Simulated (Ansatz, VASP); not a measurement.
# CdF2 in VASP and in Ansatz

```xyz
3
Lattice="0.0000 2.7005 2.7005 2.7005 0.0000 2.7005 2.7005 2.7005 0.0000" Properties=species:S:1:pos:R:3 pbc="T T T"
Cd    0.0000    0.0000    0.0000
F     1.3503    1.3503    1.3503
F     4.0508    4.0508    4.0508
```

Alike in both runs: task relaxation of cell and atoms; functional PBE; dispersion D3(BJ); k mesh 8 × 8 × 8; occupations gaussian, width 0.02 eV; no spin polarisation.

```csv
,VASP,Ansatz
version,VASP 6.6.1,Ansatz 0.2.0
potentials or method,"VASP PAW PBE potentials, release 64 (Cd, F)","scalar-relativistic, plane waves, PAW"
plane-wave cutoff (eV),600,420
valence electrons in the cell,26,34
```

Ansatz gave:

```
gap on the k mesh at the Fermi level, each at its own relaxed structure (eV) : 2.99
relaxed volume (Å³/atom)                                                     : 13.45
relaxed cell length with the largest relative difference (Å)                 : 3.850
energy change over the relaxation (meV/atom)                                 : -3
```

Which values does VASP return?

gap on the k mesh at the Fermi level, each at its own relaxed structure (eV): 2.94; relaxed volume (Å³/atom): 13.52; relaxed cell length with the largest relative difference (Å): 3.856; energy change over the relaxation (meV/atom): -4.

The two sets of potentials don't hold the same shells in valence.

A k mesh can miss the band edges. A hybrid or GW would open this gap; PBE tends to underestimate it.
